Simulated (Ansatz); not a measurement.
# LiF (zincblende) from LDA to hybrids

All numbers come from Ansatz 0.2.0. Values at 0 K without nuclear motion; spin polarisation is off, and the phase may be a hypothetical one.

Structure: LiF (zincblende), at its r2SCAN minimum. It is cubic, F-43m (No. 216); a = 4.289 Å in the conventional setting, 9.86 Å³ an atom. Li is surrounded by 4 F at 1.86 Å; F is surrounded by 4 Li at 1.86 Å.

```cif
data_structure
_symmetry_space_group_name_H-M 'F-43m'
_symmetry_Int_Tables_number 216
_cell_length_a 4.2892
_cell_length_b 4.2892
_cell_length_c 4.2892
_cell_angle_alpha 90.000
_cell_angle_beta 90.000
_cell_angle_gamma 90.000
_cell_volume 78.91
loop_
_atom_site_label
_atom_site_type_symbol
_atom_site_symmetry_multiplicity
_atom_site_Wyckoff_symbol
_atom_site_fract_x
_atom_site_fract_y
_atom_site_fract_z
_atom_site_occupancy
Li1 Li 4 a 0.00000 0.00000 0.00000 1
F1 F 4 d 0.25000 0.25000 0.75000 1
```

Relaxed lattice by functional, symmetry kept:
```
functional    k mesh  a (Å)  volume (Å³/atom)
       PBE  10×10×10  4.364             10.39
    r2SCAN  10×10×10  4.289              9.86
    PBEsol  10×10×10  4.311             10.02
       LDA  10×10×10  4.205              9.29
     HSE06     6×6×6  4.310             10.01
```

Band edges at fixed r2SCAN geometry:
```tsv
level	k mesh	gap (eV)	kind	edges	least direct gap (eV)	rough cost
LDA	10×10×10	7.62	direct	Γ	7.62	2.5 core-seconds
PBE	10×10×10	7.93	direct	Γ	7.93	2.6 core-seconds
r2SCAN	10×10×10	8.66	direct	Γ	8.66	3 core-seconds
HSE06	8×8×8	10.11	direct	Γ	10.11	40 core-seconds
DDH-PBE0	8×8×8	14.25	direct	Γ	14.25	60 core-seconds
PBE0	8×8×8	10.88	direct	Γ	10.88	40 core-seconds
LC-ωPBE	8×8×8 alone	15.81	direct	Γ	15.81	30 core-seconds
Hartree-Fock	8×8×8	19.95	direct	Γ	19.95	50 core-seconds
G0W0@PBE (58 empty bands, 120 eV, 6×6×6)	6×6×6	12.01	–	Γ (mesh)	–	22 core-seconds
G0W0@PBE (146 empty bands, 220 eV, 6×6×6)	6×6×6	12.25	–	Γ (mesh)	–	2.4 core-minutes
```
PBE: smearing of 0.02 eV; the others have fixed occupations.
Wave cutoffs: 420 eV, 500 eV (r2SCAN).
A mesh marked alone had no extra points solved.
The G0W0 gap is PBE's gap over the path plus the quasiparticle shift read on the mesh. G0W0 values are finite-basis, finite-mesh values.
Costs come from shared machines and give only the order; PBE's includes the band path.

HSE06 gives a direct gap of 10.11 eV at Γ.

r2SCAN covers 34 % of the step from PBE to HSE06, while HSE06 needs about 13 times r2SCAN's cost (on a coarser mesh). All these functionals give a gap of the same kind, direct.

r2SCAN (ground state on 8×8×8): The clamped-ion dielectric constant comes out as 1.83 in all directions. Born charges, averaged over directions: Li +0.98, F -0.98 e. PBE (ground state on 8×8×8): The electronic dielectric tensor ε∞ is 1.89 in all directions. Born charges, averaged over directions: Li +0.98, F -0.98 e.

On the PBEsol cell (a = 4.311 Å), with PBEsol: The optical mode at Γ lies at 431 cm⁻¹ without the longitudinal term. With the long-range field the highest mode reaches 657 cm⁻¹. ε∞: 1.90 in all directions. With the ions relaxed, ε⁰ is 4.4 in all directions. Born charges, averaged over directions: Li +0.98, F -0.98 e.

The meshes of the hybrids are coarse, so their gaps aren't converged to the digits shown.
